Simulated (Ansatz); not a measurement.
A series in volume per atom on Pt

All results are calculated (Ansatz 0.2.0 development build). Equation of state of a cubic crystal from periodic Kohn-Sham density functional theory without spin; pressure corrected for the finite basis.

Cell of the first row (space group Im-3m, No. 229):
```
cell vectors (Å)
  -1.5718     1.5718     1.5718
   1.5718    -1.5718     1.5718
   1.5718     1.5718    -1.5718
atoms (fractions of the cell vectors)
Pt  0.00000  0.00000  0.00000
```

Settings of every row: formula Pt; structure type bcc; functional PBE; spin treatment none; k mesh 24x24x24; occupation method fermi-dirac; occupation width 0.061225619 eV; wave cutoff 420 eV; datasets soft-1 PAW; density cutoff ratio 4.

Limits: a cubic model structure, not a phase known at ambient conditions; no spin-orbit coupling, which can matter with elements this heavy.

```csv
row,volume per atom (Å³),energy above lowest point (meV/atom),pressure (GPa)
1,15.531,4.47,4.838
2,15.848,0,-0.215
3,16.166,4.91,-4.655
4,16.482,?,?
5,16.799,38.44,-11.977
```

Question: what energy above lowest point and pressure should row 4 give?

Worked fit of energy above lowest point. Take u = (V_r/V)^(2/3) − 1 with V_r = 16.007 Å³ an atom, which is twice the finite (Eulerian) strain; such expansions in the strain, on which the Birch-Murnaghan equation of state is built, carry the rest volume and the bulk modulus. The shown rows have u = 0.02033, 0.00668, -0.00657, -0.03168. Least squares give energy above lowest point = 1.366 − 365.21 × u + 25420.4 × u² meV/atom; a straight line predicts inner rows, each left out in turn, worse (root mean square 11 against 0.12 meV/atom). The rows lie off it by 0.02, -0.06, 0.05, -0.01 (root mean square 0.041 meV/atom). Its lowest point lies at u = 0.0072, or V = 15.84 Å³ an atom, and the curvature there gives the bulk modulus at fixed shape and fractions, B = (4/9)(1 + u)² E″(u)/V = 232 GPa. The withheld row has u = -0.01931, so the fit gives 1.366 − 365.21 × (-0.01931) + 25420.4 × (-0.01931)² = 17.90 meV/atom.

The calculation gave 18.06 meV/atom. The fit lies 0.16 meV/atom (0.42 % of the column's range) below it; its largest miss of a shown row is 0.06 meV/atom.

Worked fit of pressure. Take u = (V_r/V)^(2/3) − 1 with V_r = 16.007 Å³ an atom, which is twice the finite (Eulerian) strain; such expansions in the strain, on which the Birch-Murnaghan equation of state is built, carry the rest volume and the bulk modulus. The shown rows have u = 0.02033, 0.00668, -0.00657, -0.03168. Least squares give pressure = −2.5044 + 336.702 × u + 1191.57 × u² GPa; a straight line predicts inner rows, each left out in turn, worse (root mean square 0.5 against 0.026 GPa). The rows lie off it by 0.005, -0.013, 0.010, -0.002 (root mean square 0.0086 GPa). The pressure vanishes at u = 0.0073, or V = 15.83 Å³ an atom, and there the bulk modulus at fixed shape and fractions is B = −V dP/dV = (2/3)(1 + u) dP/du = 238 GPa. The withheld row has u = -0.01931, so the fit gives −2.5044 + 336.702 × (-0.01931) + 1191.57 × (-0.01931)² = -8.562 GPa.

The calculation gave -8.554 GPa. The fit lies 0.008 GPa (0.048 % of the column's range) below it; its largest miss of a shown row is 0.013 GPa.
